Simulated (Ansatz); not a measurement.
# ZnSiP2: the cost of one run

Program: Ansatz 0.2.0. Level of theory: DFT PBE, scalar-relativistic, plane waves, PAW. These are calculated values, not measurements.

### Step 1. The starting structure

It takes space group I-42d (No. 122, tetragonal). Conventional cell: a = 5.373 Å, b = 5.373 Å, c = 10.460 Å, α = 90.00°, β = 90.00°, γ = 90.00°. Zn (site symmetry -4) has 4 P at 2.36 Å as nearest neighbours. Si (site symmetry -4) is surrounded by 4 P at 2.25 Å. P (site symmetry 2) is surrounded by 2 Si at 2.25 Å and 2 Zn at 2.36 Å.

As a file:

```cif
data_structure
_symmetry_space_group_name_H-M 'P 1'
_symmetry_Int_Tables_number 1
_cell_length_a 6.4645
_cell_length_b 6.4645
_cell_length_c 6.4645
_cell_angle_alpha 130.885
_cell_angle_beta 130.885
_cell_angle_gamma 71.996
_cell_volume 151.01
loop_
_atom_site_label
_atom_site_type_symbol
_atom_site_fract_x
_atom_site_fract_y
_atom_site_fract_z
_atom_site_occupancy
Zn1 Zn 0.00000 0.00000 0.00000 1
Zn2 Zn 0.75000 0.25000 0.50000 1
Si1 Si 0.50000 0.50000 0.00000 1
Si2 Si 0.25000 0.75000 0.50000 1
P1 P 0.37500 0.39230 0.51730 1
P2 P 0.87500 0.85770 0.48270 1
P3 P 0.60770 0.12500 0.98270 1
P4 P 0.14230 0.62500 0.01730 1
```

Source of the structure: the Materials Project (structure only).

### Step 2. Probe: one point at the start

Input file input.yaml:

```yaml
crystal:
  lattice:
    - [-2.6867032364, 2.6867032364, 5.2300306318]
    - [2.6867032364, -2.6867032364, 5.2300306318]
    - [2.6867032364, 2.6867032364, -5.2300306318]
  atoms:
    - { symbol: Zn, position: [0.0, 0.0, 0.0] }
    - { symbol: Zn, position: [0.75, 0.25, 0.5] }
    - { symbol: Si, position: [0.5, 0.5, 0.0] }
    - { symbol: Si, position: [0.25, 0.75, 0.5] }
    - { symbol: P, position: [0.375, 0.3923012, 0.5173012] }
    - { symbol: P, position: [0.875, 0.8576988, 0.4826988] }
    - { symbol: P, position: [0.6076988, 0.125, 0.9826988] }
    - { symbol: P, position: [0.1423012, 0.625, 0.0173012] }
basis:
  ecutwfc: 420
kpoints:
  mp_grid: { grid: [6, 6, 6] }
hamiltonian:
  xc: pbe
scf:
  occupations: { method: gaussian, width: 0.1 }
output:
  forces: true
  stress: true
  eigenvalues: true
```

The run is started by

```console
> ansatz run input.yaml --threads 4 --pin off --max-ram 5120MiB --backend cpu --events-out ev --progress --plain --runs-dir out
```

What time and memory should one allow on 4 threads of an x86-64 CPU, shared host?

About 2.9 s, with a peak of 0.56 GiB.
